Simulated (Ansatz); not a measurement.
Consider the formal exchange of groups at a Ge–C bond: `O=C[CH2][GeH3]` + `[CH3][In]([CH3])[NH2]` → `[CH3][In]([NH2])[GeH3]` + `CCC=O`.

Program: Ansatz. Geometries: PBE0-D4/def2-TZVP. ΔE: electronic, gas phase. CBS: MP2 limit from def2 TZ/QZ plus the TZ coupled-cluster correction, frozen cores. DFT in def2-TZVPP. B3LYP here is the variant with VWN-RPA as its local correlation; programs differ in this. def2 core potentials past Kr. For Ge, In outer-core shells are correlated without core-valence functions, which leaves a few kJ/mol of doubt a bond. Scalar relativity is left out up to krypton. Each species was taken in one conformer, which may not be the lowest.

```csv
species,B3LYP-D4 energy (Eh)
`O=C[CH2][GeH3]`,-2232.15675
`[CH3][In]([CH3])[NH2]`,-326.06103
`[CH3][In]([NH2])[GeH3]`,-2364.99867
`CCC=O`,-193.23650
```

(1) Work out ΔE.

Largest T1 diagnostic among the species: 0.013.

Results:

(1) ΔE = (-2364.99867) + (-193.23650) − (-2232.15675) − (-326.06103) = -0.01739 Eh = -0.47 eV. CCSD(T)/CBS gives -0.42 eV.

In def2-TZVPP, CCSD(T) changes the Hartree–Fock value by +0.15 eV (the triples alone add +0.03 eV) and MP2 by +0.20 eV.
